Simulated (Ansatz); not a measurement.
Ta: phonon entropy and phonon heat capacity against temperature

Harmonic vibrational free energy, entropy and heat capacity at constant volume, per atom, from the force constants of a q mesh, imaginary modes left out; plane waves with PAW datasets, Gamma-centred k mesh. The results are calculated, by Ansatz 0.2.0.

Structure of every row (space group Im-3m, No. 229):
```
cell vectors (Å)
  -1.6719     1.6719     1.6719
   1.6719    -1.6719     1.6719
   1.6719     1.6719    -1.6719
atoms (fractions of the cell vectors)
Ta  0.00000  0.00000  0.00000
```

Settings of every row: functional PBE; dispersion none; spin none; wave cutoff 420 eV; k mesh 20x20x20; occupations fermi dirac; smearing width 0.15 eV; volume over rest 1.02; phonon method linear response; q mesh 2x2x2.

Limits: coarse q mesh; levels loosely converged; metal sensitive to the k mesh; no spin-orbit coupling, which can matter with elements this heavy.

```
row  temperature (K)  phonon entropy (kB/atom)  phonon heat capacity (kB/atom)  phonon free energy (meV/atom)
  1              200                     3.724                           2.823                           -9.4
  2              300                     4.891                            2.92                          -46.8
  3              400                     5.736                           2.954                          -92.7
  4              500                         ?                               ?                              ?
  5              600                      6.94                           2.979                         -202.7
  6              700                       7.4                           2.985                         -264.5
  7              800                     7.799                           2.988                           -330
  8              900                     8.151                           2.991                         -398.8
  9             1000                     8.466                           2.992                         -470.4
```

Question: what phonon entropy and phonon heat capacity should row 4 give?

Worked fit of phonon entropy. Entropy rises as the heat capacity times the change of ln T, so take t = ln(T / 300 K). The shown rows have t = -0.4055, 0, 0.2877, 0.6931, 0.8473, 0.9808, 1.0986, 1.204. Least squares give phonon entropy = 4.8957 + 2.9143 × t + 0.04484 × t² kB/atom; a straight line predicts inner rows, each left out in turn, worse (root mean square 0.011 against 0.0039 kB/atom). The rows lie off it by 0.003, -0.005, -0.002, 0.003, 0.003, 0.002, 0.000, -0.004 (root mean square 0.0031 kB/atom), a smooth pattern that one more power would take up: the form is only approximate. The slope at t = 0, 2.91 kB/atom, estimates the heat capacity at 300 K. The withheld row has t = 0.5108, so the fit gives 4.8957 + 2.9143 × (0.5108) + 0.04484 × (0.5108)² = 6.396 kB/atom.

The calculation gave 6.398 kB/atom. The fit lies 0.002 kB/atom (0.042 % of the column's range) below it; its largest miss of a shown row is 0.005 kB/atom.

Worked fit of phonon heat capacity. At high temperature a harmonic heat capacity falls short of its limit by a term in 1/T², so take t = (100 K / T)². The shown rows have t = 0.25, 0.11111, 0.0625, 0.02778, 0.02041, 0.01562, 0.01235, 0.01. Their means are 0.063721 and 2.954 kB/atom; the sums about the means are S_tt = 0.04795 and S_ty = -0.03383, whose ratio is the slope. Least squares give phonon heat capacity = 2.999 − 0.7055 × t kB/atom. The rows lie off it by 0.000, -0.001, -0.001, 0.000, 0.000, 0.000, 0.001, 0.000. The constant, 2.999 kB/atom, is to be held against the harmonic limit of 3 k_B an atom. The withheld row has t = 0.04, so the fit gives 2.999 − 0.7055 × (0.04) = 2.971 kB/atom.

The calculation gave 2.971 kB/atom. The fit meets it to the printed digit.

The other values of row 4: phonon free energy -145.1 meV/atom.
